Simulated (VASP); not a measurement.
**Nb: electric field gradients with LDA**

Crystal: Nb.

```
Nb
1.0
     0.00000    2.11500    2.11500
     2.11500    0.00000    2.11500
     2.11500    2.11500    0.00000
Nb
1
Cartesian
  0.0000 0.0000 0.0000
```

This isn't the form of Nb at room conditions, which is bcc.

```yaml
Program: VASP 6.6.1
Task: electric field gradients
Functional: LDA
Potentials_or_basis: VASP PAW LDA potentials, release 64 (Nb_sv)
Cutoff: 520 eV
k_mesh: 13 × 13 × 13
Occupations: fermi-dirac, width 0.08 eV
Spin: no spin polarisation
Dipole_correction: no
Further_INCAR_settings: ALGO = Normal; EDIFF = 1e-08; NBANDS = 12
```

| Quantity | Value |
| --- | --- |
| Pressure | -10.4 GPa |
| Band gap on the k mesh | none (metal or under the smearing width) |

Levels at points of the mesh, in eV from the Fermi level:
| k point | band 4 | band 5 | band 6 | band 7 | band 8 | band 9 |
| --- | --- | --- | --- | --- | --- | --- |
| (0.00, 0.00, 0.00) | -30.03 | -6.16 | 0.11 | 0.11 | 0.11 | 2.65 |

Electric field gradients, principal values (V/Å²):
```
atom    Vxx    Vyy    Vzz
1 Nb  0.000  0.000  0.000
```

It took 10 s on 1 thread of Intel(R) Xeon(R) 6975P-C (Granite Rapids) (shared host), peak memory 0.13 GiB.
